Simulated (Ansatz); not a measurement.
SrF2:
```cif
data_F8Sr4
_chemical_formula_sum 'Sr4 F8'
_space_group_name_H-M_alt 'Fm-3m'
_space_group_IT_number 225
_space_group_name_Hall '-F 4 2 3'
_cell_length_a 5.75821
_cell_length_b 5.75821
_cell_length_c 5.75821
_cell_angle_alpha 90.000
_cell_angle_beta 90.000
_cell_angle_gamma 90.000
loop_
_atom_site_label
_atom_site_type_symbol
_atom_site_symmetry_multiplicity
_atom_site_Wyckoff_symbol
_atom_site_fract_x
_atom_site_fract_y
_atom_site_fract_z
_atom_site_occupancy
Sr1 Sr 4 a 0.00000 0.00000 0.00000 1
F1 F 8 c 0.25000 0.25000 0.25000 1
```
(The calculation used a cell of 3 atoms; values per cell refer to that cell.)

Relaxed with PBEsol. Independent-particle spectrum: no excitons, no local fields, no scissors shift; 0.1 eV broadening; ε₁ of the summed bands alone.

Task: Tabulate the dielectric function from PBEsol in the plane-wave PAW code Ansatz.

Result: 

| E (eV) | ε₁ xx | ε₂ xx |
|---|---|---|
| 0.0 | 2.26 | 0.00 |
| 0.3 | 2.27 | 0.00 |
| 0.6 | 2.27 | 0.00 |
| 0.9 | 2.27 | 0.00 |
| 1.2 | 2.27 | 0.00 |
| 1.5 | 2.28 | 0.00 |
| 1.8 | 2.29 | 0.00 |
| 2.1 | 2.30 | 0.00 |
| 2.4 | 2.31 | 0.00 |
| 2.7 | 2.32 | 0.00 |
| 3.0 | 2.34 | 0.00 |
| 3.3 | 2.35 | 0.00 |
| 3.6 | 2.38 | 0.00 |
| 3.9 | 2.40 | 0.00 |
| 4.2 | 2.42 | 0.00 |
| 4.5 | 2.45 | 0.00 |
| 4.8 | 2.48 | 0.00 |
| 5.1 | 2.52 | 0.00 |
| 5.4 | 2.57 | 0.00 |
| 5.7 | 2.62 | 0.00 |
| 6.0 | 2.68 | 0.00 |
| 6.3 | 2.76 | 0.00 |
| 6.6 | 2.86 | 0.00 |
| 6.9 | 3.04 | 0.01 |
| 7.2 | 3.19 | 0.25 |
| 7.5 | 3.18 | 0.38 |
| 7.8 | 3.19 | 0.46 |
| 8.1 | 3.24 | 0.53 |
| 8.4 | 3.32 | 0.59 |
| 8.7 | 3.43 | 0.70 |
| 9.0 | 3.65 | 0.76 |
| 9.3 | 3.67 | 1.35 |
| 9.6 | 3.29 | 1.09 |
| 9.9 | 4.32 | 1.12 |
| 10.2 | 5.03 | 3.06 |
| 10.5 | 3.83 | 3.04 |
| 10.8 | 2.82 | 4.12 |
| 11.1 | 0.55 | 3.30 |
| 11.4 | 1.98 | 3.25 |
| 11.7 | 0.60 | 3.34 |
| 12.0 | 0.32 | 2.20 |

Task: From ε at 9.0 eV (xx: 3.65 + 0.76i), find n, k, the normal reflectivity and the absorption coefficient.

Result: n = 1.92, k = 0.198, R = 10 %, α = 2kE/ħc = 180000 cm⁻¹.

With all bands, ε∞ without local fields is 2.40. DFPT, with local fields, gives 2.29.

The cell was relaxed with PBEsol under the symmetry of its start; phonons on a q-mesh show no instability. Scalar-relativistic: spin–orbit coupling is off unless named, which matters more the heavier the elements.

Potentials: the later of the program's two PAW sets.
